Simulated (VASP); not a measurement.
# C in VASP: relaxation of the atoms with PBE

Aim: the relaxation of the atoms of C with PBE.

Program: VASP 6.6.1. These are calculated values, not measurements. Logs are shortened: lines on timing, memory, paths and dates and some standing lists are left out, and cuts for length are marked.

## Step 1: The structure

The cell holds a slab with vacuum, 20 atoms: a = 2.522 Å, b = 5.044 Å, c = 22.026 Å, α = 90.00°, β = 90.00°, γ = 90.00°.

The slab is cut from a database's or a generator's crystal, which needn't be the stable form of the element.

## Step 2: Relaxation of the atoms, PBE

INCAR reads:

```
SYSTEM = C
PREC = Accurate
ENCUT = 420
EDIFF = 1E-6
ISMEAR = 0
SIGMA = 0.05
LREAL = .FALSE.
LASPH = .TRUE.
NELM = 60
ALGO = Normal
ISIF = 2
LWAVE = .FALSE.
LCHARG = .FALSE.
GGA = PE
IBRION = 2
NSW = 60
EDIFFG = -0.005
```

KPOINTS reads:

```
regular mesh
0
G
  8 4 1
  0 0 0
```

POSCAR reads:

```
C
1.0
    2.5222498885      0.0000000000      0.0000000000
    0.0000000000      5.0444997770      0.0000000000
    0.0000000000      0.0000000000     22.0257500000
C
20
Direct
    0.0000000000      0.1132173594      0.6821901638
    0.0000000000      0.3867826406      0.6821901638
    0.5000000000      0.0000000000      0.6417034607
    0.5000000000      0.5000000000      0.6417034607
    0.5000000000      0.2500000000      0.6012167577
    0.5000000000      0.7500000000      0.6012167577
    0.0000000000      0.2500000000      0.5607300546
    0.0000000000      0.7500000000      0.5607300546
    0.0000000000      0.5000000000      0.5202433515
    0.0000000000      0.0000000000      0.5202433515
    0.5000000000      0.5000000000      0.4797566485
    0.5000000000      0.0000000000      0.4797566485
    0.5000000000      0.7500000000      0.4392699454
    0.5000000000      0.2500000000      0.4392699454
    0.0000000000      0.7500000000      0.3987832423
    0.0000000000      0.2500000000      0.3987832423
    0.0000000000      0.0000000000      0.3582965393
    0.0000000000      0.5000000000      0.3582965393
    0.5000000000      0.1132173594      0.3178098362
    0.5000000000      0.3867826406      0.3178098362
```

Potentials or basis: VASP PAW PBE potentials, release 64 (C).

On the command line:

```sh
$ cat potpaw_PBE.64/C/POTCAR > POTCAR
$ mpirun -np 1 vasp_std > vasp.out
```

OUTCAR:

```text
SYSTEM = C
   PREC = Accurate
   ENCUT = 420
   EDIFF = 1E-6
   ISMEAR = 0
   LREAL = .FALSE.
   LASPH = .TRUE.
   NELM = 60
   ISIF = 2
   GGA = PE
   IBRION = 2
   NSW = 60
   EDIFFG = -0.005

 ion  position               nearest neighbor table
   1  0.000  0.113  0.682-   2 1.38   3 1.65   3 1.65
   2  0.000  0.387  0.682-   1 1.38   4 1.65   4 1.65
   3  0.500  0.000  0.642-   5 1.54   6 1.54   1 1.65   1 1.65
   4  0.500  0.500  0.642-   5 1.54   6 1.54   2 1.65   2 1.65
   5  0.500  0.250  0.601-   3 1.54   4 1.54   7 1.54   7 1.54
   6  0.500  0.750  0.601-   3 1.54   4 1.54   8 1.54   8 1.54
   7  0.000  0.250  0.561-   5 1.54   9 1.54  10 1.54   5 1.54
   8  0.000  0.750  0.561-   6 1.54   9 1.54  10 1.54   6 1.54
[... 8 lines left out ...]
  17  0.000  0.000  0.358-  15 1.54  16 1.54  19 1.65  19 1.65
  18  0.000  0.500  0.358-  15 1.54  16 1.54  20 1.65  20 1.65
  19  0.500  0.113  0.318-  20 1.38  17 1.65  17 1.65
  20  0.500  0.387  0.318-  19 1.38  18 1.65  18 1.65

  LATTYP: Found a simple orthorhombic cell.
 ALAT       =     2.5222498885
 B/A-ratio  =     2.0000000000
 C/A-ratio  =     8.7325804237

  Lattice vectors:

 A1 = (   2.5222498885,   0.0000000000,   0.0000000000)
 A2 = (   0.0000000000,   5.0444997770,   0.0000000000)
 A3 = (   0.0000000000,   0.0000000000,  22.0257500000)

Analysis of symmetry for initial positions (statically):
=====================================================================
 Subroutine PRICEL returns:
 Original cell was already a primitive cell.

 Routine SETGRP: Setting up the symmetry group for a
 simple orthorhombic supercell.

 Subroutine GETGRP returns: Found  8 space group operations
 (whereof  2 operations were pure point group operations)
 out of a pool of  8 trial point group operations.

The static configuration has the point symmetry C_1h.
 The point group associated with its full space group is D_2h.

Analysis of symmetry for dynamics (positions and initial velocities):
=====================================================================
 Subroutine PRICEL returns:
 Original cell was already a primitive cell.

 Routine SETGRP: Setting up the symmetry group for a
 simple orthorhombic supercell.

 Subroutine GETGRP returns: Found  8 space group operations
 (whereof  2 operations were pure point group operations)
 out of a pool of  8 trial point group operations.

The dynamic configuration has the point symmetry C_1h.
 The point group associated with its full space group is D_2h.

 Subroutine INISYM returns: Found  8 space group operations
 (whereof  2 operations are pure point group operations),
 and found     1 'primitive' translations

----------------------------------------------------------------------------------------

                                     Primitive cell

  volume of cell :     280.2444

  direct lattice vectors                    reciprocal lattice vectors
     2.522249889  0.000000000  0.000000000     0.396471422  0.000000000  0.000000000
     0.000000000  5.044499777  0.000000000     0.000000000  0.198235711  0.000000000
     0.000000000  0.000000000 22.025750000     0.000000000  0.000000000  0.045401405

  length of vectors
     2.522249889  5.044499777 22.025750000     0.396471422  0.198235711  0.045401405

  position of ions in fractional coordinates (direct lattice)
     0.000000000  0.113217359  0.682190164
     0.000000000  0.386782641  0.682190164
     0.500000000  0.000000000  0.641703461
     0.500000000  0.500000000  0.641703461
     0.500000000  0.250000000  0.601216758
     0.500000000  0.750000000  0.601216758
[... 12 lines left out ...]
     0.500000000  0.113217359  0.317809836
     0.500000000  0.386782641  0.317809836

  ion indices of the primitive-cell ions
   primitive index   ion index
                 1           1
                 2           2
                 3           3
                 4           4
                 5           5
                 6           6
[... 12 lines left out ...]
                19          19
                20          20

----------------------------------------------------------------------------------------

 KPOINTS: regular mesh

Automatic generation of k-mesh.
 Grid dimensions read from file:
 generate k-points for:    8    4    1

 Generating k-lattice:

  Cartesian coordinates                     Fractional coordinates (reciprocal lattice)
     0.049558928  0.000000000  0.000000000     0.125000000  0.000000000  0.000000000
     0.000000000  0.049558928  0.000000000     0.000000000  0.250000000  0.000000000
     0.000000000  0.000000000  0.045401405     0.000000000  0.000000000  1.000000000

  Length of vectors
     0.049558928  0.049558928  0.045401405

  Shift w.r.t. Gamma in fractional coordinates (k-lattice)
     0.000000000  0.000000000  0.000000000

 Subroutine IBZKPT returns following result:
 ===========================================

 Found     15 irreducible k-points:

 Following reciprocal coordinates:
            Coordinates               Weight
  0.000000  0.000000  0.000000      1.000000
  0.125000  0.000000  0.000000      2.000000
  0.250000  0.000000  0.000000      2.000000
  0.375000  0.000000  0.000000      2.000000
  0.500000  0.000000  0.000000      1.000000
  0.000000  0.250000  0.000000      2.000000
  0.125000  0.250000  0.000000      4.000000
  0.250000  0.250000  0.000000      4.000000
  0.375000  0.250000  0.000000      4.000000
  0.500000  0.250000  0.000000      2.000000
  0.000000  0.500000  0.000000      1.000000
  0.125000  0.500000  0.000000      2.000000
  0.250000  0.500000  0.000000      2.000000
  0.375000  0.500000  0.000000      2.000000
  0.500000  0.500000  0.000000      1.000000
   k-points           NKPTS =     15   k-points in BZ     NKDIM =     15   number of bands    NBANDS=     51
   number of dos      NEDOS =    301   number of ions     NIONS =     20
   total plane-waves  NPLWV =  97200
   dimension x,y,z NGX =    18 NGY =   36 NGZ =  150
   dimension x,y,z NGXF=    36 NGYF=   72 NGZF=  300
   ions per type =              20
   NGX,Y,Z   is equivalent  to a cutoff of  11.86, 11.86, 11.32 a.u.
   NGXF,Y,Z  is equivalent  to a cutoff of  23.73, 23.73, 22.64 a.u.
 SYSTEM =  C
   PREC   = accura    normal or accurate (medium, high low for compatibility)
   ISTART =      0    job   : 0-new  1-cont  2-samecut
   ICHARG =      2    charge: 1-file 2-atom 10-const
   ISPIN  =      1    spin polarized calculation?
   LNONCOLLINEAR =      F non collinear calculations
   LSORBIT =      F    spin-orbit coupling
   LASPH  =      T    aspherical Exc in radial PAW
   ENCUT  =  420.0 eV  30.87 Ry    5.56 a.u.   4.21  8.43 36.81*2*pi/ulx,y,z
   NELM   =     60;   NELMIN=  2; NELMDL= -5     # of ELM steps
   EDIFF  = 0.1E-05   stopping-criterion for ELM
   LREAL  =      F    real-space projection
   EDIFFG = -.5E-02   stopping-criterion for IOM
   NSW    =     60    number of steps for IOM
   IBRION =      2    ionic relax: 0-MD 1-quasi-New 2-CG
   NFREE  =      1    steps in history (QN), initial steepest desc. (CG)
   ISIF   =      2    stress and relaxation
   ISYM   =      2    0-nonsym 1-usesym 2-fastsym
   POTIM  = 0.5000    time-step for ionic-motion
   TEBEG  =    0.0;   TEEND  =   0.0 temperature during run
   PSTRESS=    0.0 pullay stress
   NELECT =      80.0000    total number of electrons
   NUPDOWN=      -1.0000    fix difference up-down
   EMIN   =  10.00;   EMAX   =-10.00  energy-range for DOS
   EFERMI =   0.00;   METHOD = LEGACY
   ISMEAR =     0;   SIGMA  =   0.05  broadening in eV -4-tet -1-fermi 0-gaus
   EFERMI_NEDOS =   21; number of points for ismear=-14 and -15
   IALGO  =     38    algorithm
   IMIX   =      4    mixing-type and parameters
     AMIX     =   0.40;   BMIX     =  1.00
     AMIX_MAG =   1.60;   BMIX_MAG =  1.00
  volume/ion in A,a.u.               =      14.01        94.56
  Fermi-wavevector in a.u.,A,eV,Ry     =   1.077935  2.037002 15.809202  1.161944
  Thomas-Fermi vector in A             =   2.213860
   LORBIT       =      0    0 simple, 1 ext, 2 COOP (PROOUT), +10 PAW based schemes
   GGA     = PE    functional components
   LHFCALC =     F    Hartree Fock is set to
   AEXX    =    0.0000 exact exchange contribution
   IVDW    =     0    specifies the selected vdW correction
   LEPSILON=     F    determine dielectric tensor
   LRPA    =     F    only Hartree local field effects (RPA)
 conjugate gradient relaxation of ions
 non-spin polarized calculation
 Gauss-broadening in eV      SIGMA  =   0.05
  energy-cutoff  :      420.00
  volume of cell :      280.24
 maximum number of plane-waves:      5504
 NGX is ok and might be reduce to    18
   NGX =  9   NGY = 17   NGZ = 73

--------------------------------------- Ionic step        1  -------------------------------------------

 number of electron      80.0000002 magnetization

 Free energy of the ion-electron system (eV)
  ---------------------------------------------------
  ext. energy  EPLUGINS =         0.00000000
  ---------------------------------------------------
  free energy    TOTEN  =      -170.94562415 eV

  energy without entropy =     -170.94562415  energy(sigma->0) =     -170.94562415

------------------------ aborting loop because EDIFF is reached ----------------------------------------

  FORCE on cell =-STRESS in cart. coord.  units (eV):
  Direction    XX          YY          ZZ          XY          YZ          ZX
  --------------------------------------------------------------------------------------
  -------------------------------------------------------------------------------------
  Total        8.5942819    -17.3330887    -13.5796730      0.0000000      0.0000000      0.0000000
  in kB       49.1341279    -99.0945153    -77.6359676      0.0000000      0.0000000      0.0000000
  external PRESSURE =     -42.5321184 kB  Pullay stress =       0.0000000 kB
[... 143 lines left out ...]
  FREE ENERGIE OF THE ION-ELECTRON SYSTEM (eV)
  ---------------------------------------------------
  free  energy   TOTEN  =      -173.6598184996 eV

  energy  without entropy=     -173.6598184996  energy(sigma->0) =     -173.65981850

[... ionic steps 4 to 23 ...]

--------------------------------------- Ionic step       24  -------------------------------------------

 number of electron      80.0000000 magnetization

------------------------ aborting loop because EDIFF is reached ----------------------------------------

  FORCE on cell =-STRESS in cart. coord.  units (eV):
  Direction    XX          YY          ZZ          XY          YZ          ZX
  --------------------------------------------------------------------------------------
  -------------------------------------------------------------------------------------
  Total        9.2246412     -7.1180481     -1.8462417      0.0000000     -0.0000000      0.0000000
  in kB       52.7379375    -40.6943933    -10.5550964      0.0000000     -0.0000000      0.0000000
  external PRESSURE =       0.4961493 kB  Pullay stress =       0.0000000 kB
[... 93 lines left out ...]
  energy  without entropy=     -174.4506326088  energy(sigma->0) =     -174.45063261

--------------------------------------- Ionic step       26  -------------------------------------------

 number of electron      80.0000000 magnetization

 Free energy of the ion-electron system (eV)
  ---------------------------------------------------
  ext. energy  EPLUGINS =         0.00000000
  ---------------------------------------------------
  free energy    TOTEN  =      -174.45063616 eV

  energy without entropy =     -174.45063616  energy(sigma->0) =     -174.45063616

 E-fermi :   0.9338     XC(G=0):  -6.2110

 val. band max:        0.6564435582   @ k =   0.1250   0.5000   0.0000
 cond. band min:       1.9414176151   @ k =   0.5000   0.5000   0.0000
 fundamental gap:      1.2849740569
 Fermi energy:         0.9338342355

 k-point     1 :       0.0000    0.0000    0.0000
  band No.  band energies     occupation
      1     -20.8496      2.00000
      2     -20.1594      2.00000
      3     -18.9146      2.00000
      4     -16.9590      2.00000
      5     -16.2621      2.00000
      6     -16.2271      2.00000
[... 846 lines left out ...]
  FREE ENERGIE OF THE ION-ELECTRON SYSTEM (eV)
  ---------------------------------------------------
  free  energy   TOTEN  =      -174.4506361611 eV

  energy  without entropy=     -174.4506361611  energy(sigma->0) =     -174.45063616

 reached required accuracy - stopping structural energy minimisation
```

Run time: 35 min. Hardware: 1 thread of AMD EPYC 7R13 (Zen 3), shared host; peak memory 0.32 GiB.

What came out:

* Free energy: -174.4506 eV
* Energy gained by relaxing: 175.3 meV/atom
* Ionic steps: 26
* Band gap on the k mesh: 1.29 eV, indirect (least direct gap 2.00 eV)

Forces in eV/Å, atoms in the order of the input:
```
C    0.000  0.001 -0.001
C    0.000 -0.001 -0.001
C    0.000  0.000 -0.002
C    0.000  0.000 -0.002
C    0.000  0.000  0.001
C    0.000  0.000 -0.001
C    0.000  0.000  0.002
C    0.000  0.000 -0.003
C    0.000  0.000  0.001
C    0.000  0.000  0.001
C    0.000  0.000 -0.001
C    0.000  0.000 -0.001
C    0.000  0.000  0.003
C    0.000  0.000 -0.002
C    0.000  0.000  0.001
C    0.000  0.000 -0.001
C    0.000  0.000  0.002
C    0.000  0.000  0.002
C    0.000  0.001  0.001
C    0.000 -0.001  0.001
```

The path:
```
step  energy change (eV)  largest force (eV/Å)  pressure (GPa)
   1              0.0000                5.9273           -4.25
   2              1.9903                9.4766            4.37
   3             -2.7142                2.1869           -2.87
   4             -3.0576                4.0923            0.89
   5             -3.2622                1.2152           -0.75
   6             -3.4190                1.0063           -1.17
   7             -3.4552                0.4149           -1.11
   8             -3.4771                0.4877           -0.89
   9             -3.4812                0.2637           -0.96
  10             -3.4874                0.2821           -0.86
  11             -3.4894                0.1465           -0.90
  12             -3.4955                0.1345           -0.68
  13             -3.4961                0.1999           -0.58
  14             -3.5005                0.1273           -0.43
  15             -3.5025                0.1577           -0.26
  16             -3.5048                0.0502           -0.04
  17             -3.5048                0.0637            0.00
  18             -3.5049                0.0354            0.04
  19             -3.5050                0.0174            0.03
  20             -3.5050                0.0094            0.03
  21             -3.5050                0.0108            0.03
  22             -3.5050                0.0057            0.04
  23             -3.5050                0.0077            0.05
  24             -3.5050                0.0060            0.05
  25             -3.5050                0.0070            0.05
  26             -3.5050                0.0028            0.06
```

Final structure:
```xyz
20
Lattice="2.5222 0.0000 0.0000 0.0000 5.0445 0.0000 0.0000 0.0000 22.0257" Properties=species:S:1:pos:R:3 pbc="T T T"
C     0.0000    0.5711   14.8612
C     0.0000    1.9511   14.8612
C     1.2611    0.0921   14.1831
C     1.2611    2.4301   14.1831
C     1.2611    1.2611   13.1099
C     1.2611    3.7834   13.3890
C     0.0000    1.2611   12.2655
C     0.0000    3.7834   12.4462
C     0.0000    2.5674   11.4594
C     0.0000    4.9993   11.4594
C     1.2611    2.5674   10.5663
C     1.2611    4.9993   10.5663
C     1.2611    3.7834    9.5796
C     1.2611    1.2611    9.7602
C     0.0000    3.7834    8.6368
C     0.0000    1.2611    8.9159
C     2.5222    0.0921    7.8426
C     2.5222    2.4301    7.8426
C     1.2611    0.5711    7.1645
C     1.2611    1.9511    7.1645
```

Caveat: the cutoff is under 1.25 times the usual one of these potentials, so pressure, stress and relaxed cells hold a basis-set (Pulay) error. As with any semilocal functional, this PBE gap is likely too small.
